Why does a correction for the interaction between electrons move the empty bands of a semiconductor away from the filled ones almost as one block, when each state has its own shape and its own energy? In the zinc-blende form of SnSe treated here, the correction widens the separation between filled and empty states by about half an electronvolt. Within each group of states, the shifts differ by less than 0.2 eV. This near-rigidity comes from two effects, each roughly 0.7 to 0.9 eV in size, that nearly cancel.

The half electronvolt itself has a simple origin. PBE gives every electron the same local potential, whether its state is filled or empty. In reality a filled state gains exchange energy from its overlap with the other filled states, and an empty state gains much less. The surrounding electrons screen this difference without removing it. The G0W0 correction replaces the local potential by a self-energy, which contains both the exchange and the screening, so a step appears between filled and empty states. Weaker screening generally leaves a larger step.

VASP 6.6.1, single-shot G0W0 on PBE levels for zinc-blende SnSe, with PAW potentials, a 3×3×3 k mesh, 492 bands, cutoffs of 450 eV for the plane waves and 150 eV for the screening, and no spin-orbit coupling. Each column of levels counts from its own highest filled level; corrected levels hold the self-energy at the PBE energy, before weighting by z.

| row | state k a (reciprocal cell vector) | state k b (reciprocal cell vector) | state k c (reciprocal cell vector) | state band | state start level (eV) | state corrected level (eV) | state weight z |
| --- | --- | --- | --- | --- | --- | --- | --- |
| 1 | 0.000 | 0.000 | 0.000 | top filled | -1.645 | -1.771 | 0.673 |
| 2 | 0.000 | 0.000 | 0.000 | first empty | 2.094 | 2.826 | 0.730 |
| 3 | 0.333 | 0.000 | 0.000 | top filled | -1.468 | -1.533 | 0.699 |
| 4 | 0.333 | 0.000 | 0.000 | first empty | 2.722 | 3.452 | 0.727 |
| 5 | 0.333 | 0.333 | 0.000 | top filled | -0.165 | -0.212 | 0.696 |
| 6 | 0.333 | 0.333 | 0.000 | first empty | 0.863 | 1.443 | 0.747 |
| 7 | -0.333 | 0.333 | 0.000 | top filled | 0.000 | 0.000 | 0.704 |
| 8 | -0.333 | 0.333 | 0.000 | first empty | 2.336 | 3.009 | 0.735 |

The state start level is the PBE energy and the state corrected level is the energy after the self-energy has been put in. Both are counted from the highest filled state, row 7, so the shift of that row is zero by definition. Relative to it, the other filled states move down by at most 0.13 eV, while the empty states move up by 0.58 to 0.73 eV. The step therefore dominates. On top of it lies a weak stretch: the deeper a filled state starts, the further it goes down, and higher empty states tend to go up further, with row 2 as the exception. The stretch is uneven: row 3 starts 1.3 eV below row 5, yet goes down only 0.02 eV further.

A straight-line model puts sizes to this pattern. Fitted to all eight rows, it has a step of 0.56 eV and a common slope of 0.065 eV for each electronvolt of starting energy. When each row in turn is left out and predicted from the others, the typical miss is 0.04 eV, against 0.07 eV for a step alone. The slope thus earns its place, though three constants for eight rows make this a description and not a proof of cause. The printed output after this text gives the fits and the estimates used below.

Such a weak slope needs explaining, because the self-energy depends strongly on energy. An electron in the crystal is coupled to excitations of the other electrons, and this coupling shifts its level much as two coupled levels repel each other. If the electron's energy is raised, it comes nearer to the excited configurations above it and is pushed down harder, while the push from those below weakens. The self-energy therefore falls as the energy rises. Acting alone, this would push high levels down and low levels up, and so squeeze every band.

The size of the squeeze can be read from the state weight z, written $Z$. It is the share of an added or removed electron that still behaves as a single particle, and it is tied to the slope $\Sigma'$ of the self-energy with energy:

$$Z=\frac{1}{1-\Sigma'}.$$

The values of $Z$ lie near 0.7, so the slope is about $-0.4$: for each electronvolt that a level is raised, the self-energy drops by roughly 0.4 eV.

Take the filled band from its highest listed state, row 7, down to its lowest, row 1. The start level falls by 1.645 eV and the mean slope of the two states is about $-0.45$, so the energy dependence alone should raise row 1 by about 0.75 eV relative to row 7. In the table it goes down by 0.13 eV instead. Something else must therefore pull it down by almost 0.9 eV. This assumes that the self-energy runs straight over the whole interval, so the sizes are rough.

The opposing pull comes from the change of the state itself. Theory identifies it with non-local exchange and correlation: a state deep in the band usually overlaps more with the other filled states and gains more exchange energy than the local PBE potential grants it. High in the empty bands the argument runs the other way, and the states are lifted. From row 6 to row 4 the squeeze is again about 0.7 eV and the opposing part about 0.8 eV. In both bands the opposing part wins by a small margin, and that margin is the weak stretch. The opposing part was obtained here as a difference, so the numbers give its rough size, while its origin rests on theory. They do not tell how much of it comes from a change of orbital make-up along the band.

The same weight $Z$ decides how much of the step reaches the gap. The corrected levels of rows 7 and 6 lie 0.58 eV further apart than their PBE levels, but the gap reported by the calculation has opened by only 0.40 eV. The corrected levels hold the self-energy evaluated at the PBE energy. As a level moves away from that energy, the self-energy changes and opposes the move, so only the fraction $Z$ of the shift survives:

$$E_{\mathrm{final}}=E_{\mathrm{start}}+Z\,(s+d).$$

Here $s$ is the corrected level minus the start level, and $d$ is the shift of row 7 itself before the weighting, which the choice of zero hides.

If $Z$ were the same for all states, $d$ would drop out of every gap. But $Z$ is lower for each filled state than for any empty one, so a small part of $d$ remains. The reported gap then fixes $d$ at about $-0.66$ eV. Multiplying the opening of 0.58 eV by the $Z$ of row 6 leaves 0.43 eV, and the unequal weights take away another 0.03 eV.

The smallest direct gap, between rows 5 and 6, was not used to find $d$ and can test this reading. Row 6 has $s=0.580$ eV and $Z=0.747$, so it moves by $0.747\times(0.580-0.662)=-0.061$ eV. Row 5 has $s=-0.047$ eV and $Z=0.696$, so it moves by $0.696\times(-0.047-0.662)=-0.493$ eV. The PBE separation is $0.863+0.165=1.028$ eV, and the final one becomes $1.028-0.061+0.493=1.460$ eV. The calculation reports 1.461 eV, whereas the corrected levels taken as they stand would give $1.443+0.212=1.655$ eV.

By this account the filled states go down by about half an electronvolt and the empty ones hardly move. That division is less safe than the gap. Finding $d$ means dividing by the small difference between two weights, which magnifies any small error in the gap or the weights. The shift of a single level also converges slowly with the number of bands and the cutoff, and neither is converged here. Errors common to both levels largely cancel in their difference.

After the weighting, the separation of filled and empty states at the same k point has grown by 0.43 eV in rows 5 and 6, 0.47 eV in rows 7 and 8, 0.56 eV in rows 3 and 4, and 0.58 eV in rows 1 and 2. A rigid lift of half an electronvolt would thus be right to within 0.1 eV at all four points. The opening is smallest where the bands start closest together, as the stretch demands. The order fails only for the last two pairs: rows 3 and 4 start further apart than rows 1 and 2, yet open slightly less.

This reversal comes from rows 2 and 3, whose shifts lie furthest from the fitted model, about 0.05 and 0.04 eV above it. Row 2 starts 0.24 eV below row 8 but is lifted 0.06 eV more. Row 1 starts only 0.18 eV below row 3, yet it goes down 0.06 eV further, where the fitted slope allows a difference of about 0.01 eV; most of this misfit lies in row 3, as row 1 is close to the fit. A possible reason is orbital character: at the zone centre of this crystal, symmetry keeps s and p orbitals apart, while elsewhere they can mix, and states of different make-up feel different exchange. This is a guess, since the coarse k mesh and the low cutoff of the screening could also produce deviations of a few hundredths of an electronvolt.

The gap itself carries further limits. The highest filled and lowest empty states on this mesh lie at different k points, and the true band edges may fall between the mesh points. Spin-orbit coupling, left out here, can shift levels near the edges and split some of them. A single-shot G0W0 step that starts from PBE also often leaves the gap somewhat too small. The final 1.27 eV therefore belongs to this cubic structure at these settings, and it should not be carried over to ordinary SnSe, which is layered.

Output of the analysis:

```
fit of raw on 8 rows: constant -0.0595 +/- 0.031, coefficient of empty 0.7383 +/- 0.044; rms 0.0541, worst 6 0.0988, leave-one-out rms 0.0721
fit of raw on 8 rows: constant -0.006468 +/- 0.022, coefficient of empty 0.5556 +/- 0.054, coefficient of lev 0.06471 +/- 0.017; rms 0.0275, worst 2 -0.0474, leave-one-out rms 0.0428
Shifts in eV:
  row  shift before Z  step-and-slope model less value  energy slope of self-energy  full shift after Z
    1          -0.126                          0.01308                      -0.4859             -0.5302
    2           0.732                         -0.04741                      -0.3699              0.0512
    3          -0.065                         -0.03647                      -0.4306             -0.5081
    4            0.73                         -0.00477                      -0.3755             0.04954
    5          -0.047                          0.02985                      -0.4368             -0.4934
    6            0.58                          0.02493                      -0.3387            -0.06115
    7               0                        -0.006468                      -0.4205             -0.4659
    8           0.673                          0.02725                      -0.3605            0.008188
Gap opening before Z acts, rows 6 and 7 (eV): 0.58
Gap opening reported by the run (eV): 0.4048
Opening before Z times Z of row 6 (eV): 0.4333
Further change because Z differs between rows 6 and 7 (eV): -0.02846
Shift of row 7 before Z, from the reported gap (eV): -0.6619
Same shift from the reported direct gap (eV): -0.6485
Direct gap predicted from the first of these (eV): 1.46
Opening after Z between rows 1 and 2 (eV): 0.5814
Opening after Z between rows 3 and 4 (eV): 0.5576
Opening after Z between rows 5 and 6 (eV): 0.4322
Opening after Z between rows 7 and 8 (eV): 0.4741
Filled band, row 7 to row 1: part from energy slope, rough (eV): 0.7455
Filled band, row 7 to row 1: part from change of state, rough (eV): -0.8715
Empty band, row 6 to row 4: net change of shift (eV): 0.15
Empty band, row 6 to row 4: part from energy slope, rough (eV): -0.6639
Empty band, row 6 to row 4: part from change of state, rough (eV): 0.8139
```
